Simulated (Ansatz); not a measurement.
Beryllium (fcc) across density functionals

All rows: Ansatz, plane waves with scalar-relativistic PAW, 420 eV (500 eV for the SCAN forms), relaxed under each functional, no dispersion correction, no zero-point motion. B₀ comes from uniform scaling at fixed shape; a dash is a value not given.

```csv
functional,V (Å³/atom),cell,B₀ (GPa),magnetic state,ΔE to hcp (meV/atom)
PBE,7.88,a = 3.158 Å,120,spin not included,82
r²SCAN,7.88,a = 3.159 Å,122,spin not included,86
PBEsol,7.80,a = 3.148 Å,121,spin not included,80
LDA,7.50,a = 3.108 Å,131,spin not included,77
revPBE,8.06,a = 3.183 Å,117,spin not included,83
RPBE,8.10,a = 3.187 Å,116,spin not included,84
BLYP,7.89,a = 3.160 Å,119,spin not included,89
```

LDA gives the smallest volume and RPBE the largest.
